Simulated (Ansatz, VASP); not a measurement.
# CaSe: VASP beside Ansatz

```
CELL_PARAMETERS angstrom
3.63478 0.00000 0.00000
0.00000 3.63478 0.00000
0.00000 0.00000 3.63478
ATOMIC_POSITIONS crystal
Ca 0.00000 0.00000 0.00000
Se 0.50000 0.50000 0.50000
```

The cell was built by a generator and needn't be a form met in nature.

Alike in both runs: task single point; functional HSE06; k mesh 4 × 4 × 4; no spin polarisation.

|  | VASP | Ansatz |
| --- | --- | --- |
| version | VASP 6.6.1 | Ansatz 0.2.0 |
| potentials or method | VASP PAW PBE potentials, release 64 (Ca_sv, Se) | plane waves, PAW |
| plane-wave cutoff (eV) | 520 | 420 |
| occupations | gaussian, width 0.01 eV | fixed |
| valence electrons in the cell | 16 | 26 |

```csv
,VASP,Ansatz,Ansatz less VASP
gap on the k mesh at the Fermi level (eV),1.54,1.53,-0.014
pressure (GPa),0.5,0.4,-0.04
```

The two sets of potentials don't hold the same shells in valence. Ansatz warned: «stress_exchange_threshold_loose».

Caveats: the k mesh is coarse (spacing up to 0.43 Å⁻¹), so the values aren't converged, least of all with exact exchange; the PAW data sets were made with another functional, which shifts forces and pressure a little (VASP). A k mesh can miss the band edges.
